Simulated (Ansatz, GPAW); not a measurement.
## Nb: 6 runs at one level of theory

```xyz
1
Lattice="0.0000 2.1150 2.1150 2.1150 0.0000 2.1150 2.1150 2.1150 0.0000" Properties=species:S:1:pos:R:3 pbc="T T T"
Nb    0.0000    0.0000    0.0000
```

This isn't the form of Nb at room conditions, which is bcc.

Alike in all runs: task equation of state; functional PBEsol; k mesh 11 × 11 × 11; occupations fermi-dirac, width 0.05 eV; no spin polarisation; no spin-orbit coupling.

```json
{"program and potentials": "Ansatz, PseudoDojo stringent", "plane-wave cutoff (eV)": "1116", "notes": "potentials made for PBE", "equilibrium volume (Å³/atom)": "18.10", "bulk modulus (GPa)": "177.6"}
{"program and potentials": "Ansatz, JTH PAW", "plane-wave cutoff (eV)": "1170", "notes": "potentials made for PBE", "equilibrium volume (Å³/atom)": "18.07", "bulk modulus (GPa)": "177.8"}
{"program and potentials": "Ansatz, Ansatz PAW (files of its older set among them)", "plane-wave cutoff (eV)": "708", "notes": "potentials made for PBE, which Ansatz adapts in part", "equilibrium volume (Å³/atom)": "18.08", "bulk modulus (GPa)": "177.7"}
{"program and potentials": "GPAW, PAW data sets generated for this functional", "plane-wave cutoff (eV)": "600", "notes": "-", "equilibrium volume (Å³/atom)": "18.01", "bulk modulus (GPa)": "177.4"}
{"program and potentials": "Ansatz, Ansatz PAW", "plane-wave cutoff (eV)": "420", "notes": "potentials made for PBE, which Ansatz adapts in part", "equilibrium volume (Å³/atom)": "18.08", "bulk modulus (GPa)": "177.6"}
{"program and potentials": "Ansatz, all-electron LAPW, scalar-relativistic", "plane-wave cutoff (eV)": "-", "notes": "-", "equilibrium volume (Å³/atom)": "18.08", "bulk modulus (GPa)": "177.7"}
```

The equilibrium volume spans 18.01 (GPAW, PAW data sets generated for this functional) to 18.10 Å³/atom (Ansatz, PseudoDojo stringent), with all-electron results at 18.08. The bulk modulus spans 177.4 (GPAW, PAW data sets generated for this functional) to 177.8 GPa (Ansatz, JTH PAW), with all-electron results at 177.7. For a metal such a mesh isn't converged, which the comparison doesn't need.

The functional is the same throughout but for its coding, so the spread measures potentials, basis and numerics; runs on potential files found faulty are left out.
